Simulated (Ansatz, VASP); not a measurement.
## One calculation of C, two programs

```
C
1.0
     0.00000    1.69485    1.77858
     1.69485    0.00000    1.77858
     1.69485    1.69485    0.00000
C
2
Direct
  0.50000 0.50000 0.50000
  0.75000 0.75000 0.75000
```

Alike in both runs: task single point; functional LDA; k mesh 12 × 12 × 12; occupations gaussian, width 0.05 eV; no spin polarisation.

|  | VASP | Ansatz |
| --- | --- | --- |
| version | VASP 6.6.1 | Ansatz 0.2.0 |
| potentials or method | VASP PAW LDA potentials, release 64 (C) | scalar-relativistic, plane waves, PAW |
| plane-wave cutoff (eV) | 520 | 520 |
| valence electrons in the cell | 8 | 8 |

Ansatz gave:

| Property | Result |
| --- | --- |
| gap on the k mesh at the Fermi level (eV) | 3.75 |
| least direct gap on the mesh (eV) | 5.38 |

**Question.** What did VASP give for the same quantities?

**Answer.** gap on the k mesh at the Fermi level (eV): 3.74; least direct gap on the mesh (eV): 5.38.

Ansatz warned: «pseudo_functional_mismatch».
